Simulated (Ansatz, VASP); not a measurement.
# Two plane-wave programs on Ta3N

Contents of INCAR:

```
SYSTEM = Ta3N
PREC = Accurate
ENCUT = 520
EDIFF = 1E-6
ISMEAR = -1
SIGMA = 0.05
LREAL = .False.
LASPH = .True.
NELM = 80
ALGO = Normal
ISIF = 2
LWAVE = .False.
LCHARG = .False.
GGA = PS
NBANDS = 27
```

Contents of KPOINTS:

```
regular mesh
0
Gamma
  10 10 4
  0 0 0
```

Contents of POSCAR:

```
Ta3N
1.0
    3.0118728781      0.0000000000      0.0000000000
   -1.5059364391      2.6083584255      0.0000000000
    0.0000000000      0.0000000000      7.4736379147
Ta N
3 1
Direct
    0.6666666667      0.3333333333      0.8260700000
    0.3333333333      0.6666666667      0.1739300000
    0.0000000000      0.0000000000      0.5000000000
    0.0000000000      0.0000000000      0.0000000000
```

The input input.yaml:

```yaml
crystal:
  lattice:
    - [3.0118728781, 0.0, 0.0]
    - [-1.5059364391, 2.6083584255, 0.0]
    - [0.0, 0.0, 7.4736379147]
  atoms:
    - { symbol: Ta, position: [0.6666666667, 0.3333333333, 0.82607] }
    - { symbol: Ta, position: [0.3333333333, 0.6666666667, 0.17393] }
    - { symbol: Ta, position: [0.0, 0.0, 0.5] }
    - { symbol: "N", position: [0.0, 0.0, 0.0] }
hamiltonian:
  xc: pbesol
  pseudopotentials: { kind: paw }
kpoints:
  mp_grid: { grid: [10, 10, 4] }
scf:
  occupations: { method: fermi_dirac, width: 0.05 }
output:
  forces: true
  stress: true
  eigenvalues: true
```

The cell comes from a database or a generator and needn't be the stable form of this composition.

Alike in both runs: task single point; functional PBEsol; k mesh 10 × 10 × 4; occupations fermi-dirac, width 0.05 eV; no spin polarisation.

|  | VASP | Ansatz |
| --- | --- | --- |
| version | VASP 6.6.1 | Ansatz 0.2.0 |
| potentials or method | VASP PAW PBE potentials, release 64 (Ta_pv, N) | Ansatz PAW |
| plane-wave cutoff (eV) | 520 | 420 |
| valence electrons in the cell | 38 | 44 |

VASP gave:

| Quantity | Value |
| --- | --- |
| gap on the k mesh at the Fermi level (eV) | none |
| pressure (GPa) | -2.8 |
| largest component of the traceless stress (GPa) | 0.51 |
| rms of the force components (eV/Å) | 0.088 |

**Question.** Which values does Ansatz return?

**Answer.** gap on the k mesh at the Fermi level (eV): none; pressure (GPa): -3.2; largest component of the traceless stress (GPa): 0.49; rms of the force components (eV/Å): 0.110.

Atom by atom the forces differ by 0.023 eV/Å (rms over components). A gap of «none» marks a metal or a gap that the smearing closes. The functional is the same, so the differences come from potentials, cutoffs and numerics. The two sets of potentials don't hold the same shells in valence.

Caveats: the PAW data sets were made with another functional, which shifts forces and pressure a little (VASP); the PAW data sets come from PBE, with cores solved anew for the run's functional, which leaves a small shift of forces and pressure (Ansatz). The runs have no spin-orbit coupling, so splittings on Ta are missing.
